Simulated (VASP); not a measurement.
## GaAs: equilibrium volume by level of theory

Symmetry: F-43m, No. 216, cubic system. Conventional cell: a = 5.654 Å, b = 5.654 Å, c = 5.654 Å, α = 90.00°, β = 90.00°, γ = 90.00°. Ga (site symmetry -43m) is surrounded by 4 As at 2.45 Å. As (site symmetry -43m) has 4 Ga at 2.45 Å as nearest neighbours.

```csv
rung,level,program and potentials,cutoff (eV),k mesh,smearing,equilibrium volume (Å³/atom),notes
LDA,LDA,"VASP, LDA PAW files As, Ga_d, 600 eV",600,10 × 10 × 10,gaussian 0.03,22.08,9 valence electrons an atom on average
GGA,PBE,"VASP, PBE PAW files As, Ga, 300 eV",300,5 × 5 × 5,gaussian 0.03,23.92,4 valence electrons an atom on average
GGA,PBE,"VASP, PBE PAW files As, Ga_d, 600 eV",600,10 × 10 × 10,gaussian 0.03,(a),9 valence electrons an atom on average
GGA + dispersion,PBE+D3(BJ),"VASP, PBE PAW files As, Ga_d, 600 eV",600,10 × 10 × 10,gaussian 0.03,22.91,9 valence electrons an atom on average
GGA,PBEsol,"VASP, PBE PAW files As, Ga_d, 600 eV",600,10 × 10 × 10,gaussian 0.03,22.70,potentials made for PBE; 9 valence electrons an atom on average
GGA,RPBE,"VASP, PBE PAW files As, Ga_d, 600 eV",600,10 × 10 × 10,gaussian 0.03,24.50,potentials made for PBE; 9 valence electrons an atom on average
meta-GGA,r2SCAN,"VASP, PBE PAW files As, Ga_d, 600 eV",600,10 × 10 × 10,gaussian 0.03,22.78,potentials made for PBE; 9 valence electrons an atom on average
```

Task: relaxation of cell and atoms. All rows: no spin polarisation. Smearing widths are in eV. Meshes differ between rows, which moves values too. Meshes are those of the run's cell of 2 atoms unless a note names another. Relaxations start from the cell shown or near it and stop with a little pressure left. Runs on faulty files, with rough fits or with known faults for this quantity aren't shown. No row holds spin-orbit coupling.

Question: Estimate the value left out from the other rows.

Answer: (a) 23.77 Å³/atom.
